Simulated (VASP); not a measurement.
## Ag: single point with PBE

Ag:

```xyz
4
Lattice="2.8378 0.0213 -0.0064 -1.4005 2.4683 -0.0064 -0.0222 -0.0384 9.7250" Properties=species:S:1:pos:R:3 pbc="T T T"
Ag   -0.1820    1.7520    2.4249
Ag    1.3395    0.8480    7.2873
Ag    0.2203    0.0841   -0.1963
Ag    0.0262   -0.2520    5.0588
```

The cell isn't the ideal one: strained and moved within a subgroup.

```
Program                : VASP 6.6.1
Task                   : single point
Functional             : PBE
Potentials or basis    : VASP PAW PBE potentials, release 64 (Ag)
Cutoff                 : 520 eV
k mesh                 : 14 × 14 × 4
Occupations            : gaussian, width 0.1 eV
Spin                   : no spin polarisation
Dipole correction      : no
Further INCAR settings : ALGO = Fast; EDIFF = 1e-07; NBANDS = 30
```

| Property | Result |
| --- | --- |
| Pressure | 7.8 GPa |
| Largest force | 1.243 eV/Å |
| Band gap on the k mesh | none (metal or under the smearing width) |

Forces on the atoms (eV/Å):
```
Ag   0.136 -0.078  0.000
Ag   0.264 -0.153  0.000
Ag  -0.318 -0.089  1.198
Ag  -0.082  0.320 -1.198
```

Stress tensor (GPa, compression positive):
```
 7.71  0.08 -1.19
 0.08  7.80 -2.07
-1.19 -2.07  7.91
```

Levels at points of the mesh, in eV from the Fermi level:
| k point | band 20 | band 21 | band 22 | band 23 | band 24 | band 25 |
| --- | --- | --- | --- | --- | --- | --- |
| (0.00, 0.00, 0.00) | -3.28 | -3.23 | -3.10 | -2.89 | -0.56 | 2.91 |
| (0.50, 0.00, 0.00) | -2.68 | 0.00 | 0.64 | 1.28 | 1.90 | 3.89 |
| (0.50, 0.50, 0.00) | -2.64 | 0.13 | 1.06 | 1.11 | 2.17 | 4.70 |
| (0.00, 0.00, 0.50) | -3.23 | -3.08 | -2.90 | -2.58 | -2.48 | 5.04 |
| (0.50, 0.00, 0.50) | -2.68 | 0.19 | 0.46 | 1.41 | 1.89 | 4.04 |
| (0.50, 0.50, 0.50) | -2.64 | -0.01 | 1.05 | 1.30 | 2.16 | 5.05 |

It took 4.7 min on 1 thread of AMD EPYC 9R14 (Zen 4) (shared host), peak memory 0.4 GiB.

Caveat: forces of over 1 eV/Å show positions far from the minimum, so gaps and moduli don't describe the material at rest.
